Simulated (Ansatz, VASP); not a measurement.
This is a calculation of Ca for VASP 6.6.1.

File INCAR:

```
SYSTEM = Ca
ALGO = Normal
EDIFF = 1E-6
EDIFFG = -0.02
ENCUT = 600
GGA = RE
IBRION = 2
ISIF = 3
ISMEAR = -1
LASPH = .TRUE.
LCHARG = .FALSE.
LREAL = .FALSE.
LWAVE = .FALSE.
NELM = 60
NSW = 40
PREC = Accurate
SIGMA = 0.05
```

Contents of KPOINTS:

```
k-points
0
G
  8 8 8
  0 0 0
```

The input POSCAR:

```
Ca
1.0
   -2.2400000000      2.2400000000      2.2400000000
    2.2400000000     -2.2400000000      2.2400000000
    2.2400000000      2.2400000000     -2.2400000000
Ca
1
Direct
    0.0000000000      0.0000000000      0.0000000000
```

Potentials or basis: VASP PAW PBE potentials, release 64 (Ca_sv).

The run is started by

```sh
$ cat potpaw_PBE.64/Ca_sv/POTCAR > POTCAR
$ mpirun -np 1 vasp_std > vasp.out
```

Q: Translate it to Ansatz 0.2.0. Potentials there: Ansatz PAW.

A: As run (the cutoff follows the program's own potentials):

The input input.yaml:

```yaml
crystal:
  lattice:
    - [-2.24, 2.24, 2.24]
    - [2.24, -2.24, 2.24]
    - [2.24, 2.24, -2.24]
  atoms:
    - { symbol: Ca, position: [0.0, 0.0, 0.0] }
hamiltonian:
  xc: revpbe
  pseudopotentials: { kind: paw }
kpoints:
  mp_grid: { grid: [8, 8, 8] }
scf:
  occupations: { method: fermi_dirac, width: 0.05 }
output:
  forces: true
  stress: true
  eigenvalues: true
relax:
  f_tol: 0.01
  max_steps: 40
  cell: { stress_tol: 0.05 }
```

Potentials or basis: Ansatz PAW.

Command:

```bash
$ ansatz run input.yaml --threads 2 --pin off --max-ram 5632MiB --backend cpu --events-out ev --progress --plain --runs-dir out
```

Both were run:

|  | VASP | Ansatz | Ansatz less VASP |
| --- | --- | --- | --- |
| gap on the k mesh at the Fermi level, each at its own relaxed structure (eV) | none | none | - |
| relaxed volume (Å³/atom) | 44.11 | 44.00 | -0.109 |
| relaxed cell length with the largest relative difference (Å) | 3.855 | 3.852 | -0.0032 |
| energy change over the relaxation (meV/atom) | -1 | -1 | -0.2 |

A gap of «none» marks a metal or a gap that the smearing closes.

Caveats: the PAW data sets were made with another functional, which shifts forces and pressure a little (VASP); the plane-wave basis is chosen anew once the cell has moved, so the energies of steps on either side of that aren't comparable (Ansatz); the PAW data sets come from PBE, with cores solved anew for the run's functional, which leaves a small shift of forces and pressure (Ansatz).
